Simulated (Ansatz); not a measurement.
ZrB2 under changes of volume

One of the cells (10.249 Å³/atom); the others are scaled copies at fixed shape and fractional positions:

```xyz
3
Lattice="3.1700 0.0000 0.0000 -1.5850 2.7453 0.0000 0.0000 0.0000 3.5330" Properties=species:S:1:pos:R:3 pbc="T T T"
Zr    0.0000    0.0000    0.0000
B     1.5850    0.9151    1.7665
B     0.0000    1.8302    1.7665
```

```yaml
Program: Ansatz 0.2.0
Functional: LDA
Potentials_or_basis: Ansatz PAW
Cutoff: "420 eV (not typed: the program's choice for these potentials)"
k_mesh: 10 × 10 × 8
Occupations: fermi-dirac, width 0.05 eV
Spin: no spin polarisation
```

| volume (Å³/atom) | energy over the lowest point (meV/atom) | pressure (GPa) |
| --- | --- | --- |
| 9.634 | ? | ? |
| 9.839 | 0.00 | 1.3 |
| 10.044 | 1.82 | -4.0 |
| 10.249 | 10.08 | -8.8 |
| 10.454 | 24.10 | -13.1 |
| 10.659 | 43.38 | -17.0 |
| 10.864 | 67.40 | -20.5 |

Q: What does the run at 9.634 Å³/atom give?

A: Energy over the lowest point 5.28 meV/atom; pressure 7.1 GPa.

Worked out: A Birch-Murnaghan fit of order 3 (a polynomial in V^(-2/3)) to the other rows has its minimum at 9.89 Å³/atom with B0 = V·E''(V) = 261 GPa and B' = 3.9 at fixed shape and positions, which overstates the stiffness. It gives 5.26 meV/atom at 9.634 Å³/atom, against the run's 5.28, and -dE/dV = 7.1 GPa, against 7.1.

Energies are extrapolated to zero smearing.

Caveats: the PAW data sets come from PBE, with cores solved anew for the run's functional, which leaves a small shift of forces and pressure.
